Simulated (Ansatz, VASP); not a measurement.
**One calculation of TiSe2, two programs**

```
Se Ti
1.0
     3.47882    0.00000    0.00000
    -1.73941    3.01274    0.00000
     0.00000    0.00000   43.96404
Se Ti
4 2
Direct
  0.66667 0.33333 0.39692
  0.33333 0.66667 0.46801
  0.66667 0.33333 0.53199
  0.33333 0.66667 0.60308
  0.00000 0.00000 0.43269
  0.00000 0.00000 0.56731
```

Alike in both runs: functional PBE; dispersion D3(BJ); k mesh 12 × 12 × 1; occupations gaussian, width 0.1 eV; no spin polarisation.

Ansatz relaxed the structure, and its values are those at the end. VASP's run is a single point on that final structure, the one shown.

|  | VASP | Ansatz |
| --- | --- | --- |
| version | VASP 6.6.1 | Ansatz 0.2.0 |
| potentials or method | VASP PAW PBE potentials, release 64 (Se, Ti_sv) | scalar-relativistic, plane waves, PAW |
| plane-wave cutoff (eV) | 520 | 420 |
| valence electrons in the cell | 48 | 88 |

```tsv
	VASP	Ansatz	Ansatz less VASP
gap on the k mesh at the Fermi level (eV)	none	none	-
rms of the force components (eV/Å)	0.008	0.001	-0.0065
```

A gap of «none» marks a metal or a gap that the smearing closes. The functional is the same, so the differences come from potentials, cutoffs and numerics. The two sets of potentials don't hold the same shells in valence.
